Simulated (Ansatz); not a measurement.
Cubic perovskite BaSnO3 was calculated with PBEsol+SOC in Ansatz (plane waves, PAW).

Numerical settings: plane-wave cutoff 520 eV, 8×8×8 k mesh, Fermi–Dirac smearing 0.01 eV, PAW data made under PBE.

The volume scan:

```
V (Å³/atom)  E − E_lowest (meV/atom)
-----------  -----------------------
13.165                         26.85
13.445                         11.45
13.725                          2.75
14.005                          0.00
14.285                          2.55
14.566                          9.79
14.846                         21.20
```

Task: Fit the third-order Birch–Murnaghan equation and give B0 and B′.

Result: V0 = 14.005 Å³/atom, B0 = 151 GPa, B′ = 4.9 (fit to the energies at full precision).

Measured, for comparison: equilibrium volume per atom 13.95 Å³/atom (temperature not stated, not corrected to a static lattice; as tabulated in Lee et al. (2017), arXiv:1707.09778). Computed (rounded) less measured: equilibrium volume per atom +0.4 %.

Computed values are for the static lattice.

The result took very roughly 7 core-minutes.

Ansatz is a first-principles code.
